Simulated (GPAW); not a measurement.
## MgO: band structure with r2SCAN

**What was measured.**

“Electronic structure of alkaline earth and post-transition metal oxides”, 2009, arxiv:0908.1581 quotes, for a bulk crystal of MgO: band gap 7.83 eV.

Crystal: MgO.

```
CELL_PARAMETERS angstrom
0.00000 2.09700 2.09700
2.09700 0.00000 2.09700
2.09700 2.09700 0.00000
ATOMIC_POSITIONS crystal
Mg 0.00000 0.00000 0.00000
O 0.50000 0.50000 0.50000
```

The cell is a database's computed one.

```
Program             : GPAW 26.7.0
Task                : band structure
Functional          : r2SCAN
Potentials or basis : GPAW PAW data sets (gpaw-data 1.2.1)
Cutoff              : 800 eV
Basis               : pw
k mesh              : 11 × 11 × 11
Occupations         : fermi-dirac, width 0.05 eV
Spin                : no spin polarisation
Maxiter             : 150
Band path           : GXWKGLUWLK,UX
Band points         : 80
```

```json
{
  "Pressure": "2.0 GPa",
  "Band gap on the k mesh": "5.80 eV, direct",
  "Band gap along the path": "5.80 eV, direct"
}
```

Levels at the corners of the path, in eV from the valence-band top:
| point | band 5 | band 6 | band 7 | band 8 | band 9 | band 10 |
| --- | --- | --- | --- | --- | --- | --- |
| Γ | -18.22 | 0.00 | 0.00 | 0.00 | 5.80 | 16.92 |
| X | -16.70 | -4.13 | -1.39 | -1.39 | 10.06 | 11.31 |
| W | -16.63 | -2.99 | -2.99 | -1.79 | 12.81 | 12.81 |
| K | -16.67 | -3.53 | -2.73 | -1.18 | 11.15 | 13.18 |
| Γ | -18.22 | 0.00 | 0.00 | 0.00 | 5.80 | 16.92 |
| L | -16.92 | -4.65 | -0.69 | -0.69 | 8.93 | 14.00 |
| U | -16.67 | -3.53 | -2.73 | -1.18 | 11.15 | 13.18 |
| W | -16.63 | -2.99 | -2.99 | -1.79 | 12.81 | 12.81 |
| L | -16.92 | -4.65 | -0.69 | -0.69 | 8.93 | 14.00 |
| K | -16.67 | -3.53 | -2.73 | -1.18 | 11.15 | 13.18 |
| U | -16.67 | -3.53 | -2.73 | -1.18 | 11.15 | 13.18 |
| X | -16.70 | -4.13 | -1.39 | -1.39 | 10.06 | 11.31 |

Run time: 32 s on 1 thread of Intel(R) Xeon(R) 6975P-C (Granite Rapids), with other jobs on the host, peak memory 0.26 GiB.

Measured gap of MgO: 7.83 eV (quoted in “Electronic structure of alkaline earth and post-transition metal oxides”, 2009, arxiv:0908.1581). This calculation gives 5.80 eV (-2.03 eV). The value is that of r2SCAN, without temperature or zero-point motion. The cell is a database's relaxed one, not the measured one, which moves gaps too.

Caveat: the PAW data sets were made with another functional, which shifts forces and pressure a little.
